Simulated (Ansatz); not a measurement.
TaN: relaxation of cell and atoms with LDA

The system is TaN.

```xyz
4
Lattice="2.9218 0.0000 0.0000 -1.4609 2.5303 0.0000 0.0000 0.0000 5.9165" Properties=species:S:1:pos:R:3 pbc="T T T"
Ta    0.0000    0.0000    2.9583
Ta    0.0000    0.0000    0.0000
N     0.0000    1.6869    1.4791
N     1.4609    0.8434    4.4374
```

The cell comes from a database or a generator and needn't be the stable form of this composition.

```
Program               : Ansatz 0.2.0
Task                  : relaxation of cell and atoms
Functional            : LDA
Potentials or basis   : Ansatz PAW
Cutoff                : 420 eV (not typed: the program's choice for these potentials)
k mesh                : 7 × 7 × 4
Occupations           : fermi-dirac, width 0.05 eV
Spin                  : no spin polarisation
Target pressure       : 30 GPa
Target pressure (GPa) : 30
```

```
Relaxed volume                                         : 9.69 Å³/atom
Relaxed cell                                           : a = 2.797 Å, b = 2.797 Å, c = 5.722 Å, α = 90.00°, β = 90.00°, γ = 120.00°
Space group after relaxing (to 0.05 Å)                 : P6_3/mmc (No. 194)
Energy change on relaxing (the enthalpy is what falls) : +31.6 meV/atom
Ionic steps                                            : 8
Pressure after relaxing                                : 30.0 GPa
Band gap on the k mesh                                 : none (metal or under the smearing width)
```

Step by step:
```tsv
step	energy change (eV)	largest force (eV/Å)	volume (Å³)
1	0.0000	0.0000	43.74
2	0.2298	0.0000	38.22
3	0.0902	0.0000	38.90
4	0.1069	0.0000	38.81
5	0.1091	0.0000	38.80
6	0.1200	0.0000	38.80
7	0.1263	0.0000	38.76
8	0.1265	0.0000	38.76
```

Final structure:
```yaml
crystal:
  lattice:
    - [2.79687, 0.00000, 0.00000]
    - [-1.39843, 2.42216, 0.00000]
    - [0.00000, 0.00000, 5.72154]
  atoms:
    - { symbol: Ta, position: [0.00000, 0.00000, 0.50000] }
    - { symbol: Ta, position: [0.00000, 0.00000, 0.00000] }
    - { symbol: N, position: [0.33333, 0.66667, 0.25000] }
    - { symbol: N, position: [0.66667, 0.33333, 0.75000] }
```

Levels at points of the mesh, in eV from the Fermi level:
```tsv
k point	band 16	band 17	band 18	band 19	band 20	band 21
(0.00, 0.00, 0.00)	-1.92	-1.92	-0.20	-0.20	0.76	0.76
(0.00, 0.00, -0.50)	-4.08	-0.71	-0.71	1.25	1.25	1.25
```

Wall time 5.1 s on 2 threads of Arm Neoverse V2, with other jobs on the host, peak memory 0.31 GiB.

Caveat: the plane-wave basis is chosen anew once the cell has moved, so the energies of steps on either side of that aren't comparable; the pressure holds a Pulay correction of +0.7 GPa for the finite cutoff; the PAW data sets come from PBE, with cores solved anew for the run's functional, which leaves a small shift of forces and pressure. Spin-orbit coupling is left out, which matters for the levels of Ta.
